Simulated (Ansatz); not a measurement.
# CdSe: the change of energy above lowest point and pressure with volume scale

Free energy against uniform scaling of the volume at fixed shape and fractions; periodic cell, basis, potentials, k mesh and filling as listed. The results are calculated, by Ansatz 0.2.0.

The cell before it is scaled or strained (space group F-43m, No. 216):
```
CELL_PARAMETERS angstrom
0.00000 3.07030 3.07030
3.07030 0.00000 3.07030
3.07030 3.07030 0.00000
ATOMIC_POSITIONS crystal
Cd 0.00000 0.00000 0.00000
Se 0.75000 0.75000 0.75000
```

Settings of every row: functional PBEsol; dispersion D4; potentials PAW; wave cutoff 500 eV; density cutoff 2000 eV; k mesh 5x5x5; k shift 0x0x0; occupations gaussian; smearing width 0.3 eV; spin none.

Limits: coarse k mesh, up to 40 meV an atom off; wide smearing.

```
row  volume scale  V (Å³/atom)  energy above lowest point (meV/atom)  pressure (GPa)
  1          0.88        25.47                                  32.9            5.35
  2          0.92       26.627                                     ?               ?
  3          0.96       27.785                                     0           -0.34
  4             1       28.943                                   9.9           -2.32
  5          1.04       30.101                                  32.5           -3.87
  6          1.08       31.258                                    65           -5.09
  7          1.12       32.416                                 105.4           -6.04
```

Question: what energy above lowest point and pressure should row 2 give?

Worked fit of energy above lowest point. Take u = (V_r/V)^(2/3) − 1 with V_r = 29.522 Å³ an atom, which is twice the finite (Eulerian) strain; such expansions in the strain, on which the Birch-Murnaghan equation of state is built, carry the rest volume and the bulk modulus. The shown rows have u = 0.10343, 0.04125, 0.01329, -0.01286, -0.03738, -0.06044. Least squares give energy above lowest point = 19.79 − 867.93 × u + 9273.4 × u² + 3318 × u³ meV/atom; a parabola predicts inner rows, each left out in turn, worse (root mean square 0.54 against 0.027 meV/atom). All shown rows lie on it to the printed digit. Its lowest point lies at u = 0.0457, or V = 27.61 Å³ an atom, and the curvature there gives the bulk modulus at fixed shape and fractions, B = (4/9)(1 + u)² E″(u)/V = 54.9 GPa. The withheld row has u = 0.07123, so the fit gives 19.79 − 867.93 × (0.07123) + 9273.4 × (0.07123)² + 3318 × (0.07123)³ = 6.2 meV/atom.

The calculation gave 6.2 meV/atom. The fit meets it to the printed digit.

Worked fit of pressure. Take u = (V_r/V)^(2/3) − 1 with V_r = 29.522 Å³ an atom, which is twice the finite (Eulerian) strain; such expansions in the strain, on which the Birch-Murnaghan equation of state is built, carry the rest volume and the bulk modulus. The shown rows have u = 0.10343, 0.04125, 0.01329, -0.01286, -0.03738, -0.06044. Least squares give pressure = −3.142 + 59.309 × u + 199.87 × u² + 198.1 × u³ GPa; a parabola predicts inner rows, each left out in turn, worse (root mean square 0.032 against 0.0036 GPa). All shown rows lie on it to the printed digit. The pressure vanishes at u = 0.0456, or V = 27.61 Å³ an atom, and there the bulk modulus at fixed shape and fractions is B = −V dP/dV = (2/3)(1 + u) dP/du = 54.9 GPa. The withheld row has u = 0.07123, so the fit gives −3.142 + 59.309 × (0.07123) + 199.87 × (0.07123)² + 198.1 × (0.07123)³ = 2.17 GPa.

The calculation gave 2.16 GPa. The fit lies 0.01 GPa (0.088 % of the column's range) above it, one unit of the last digit.
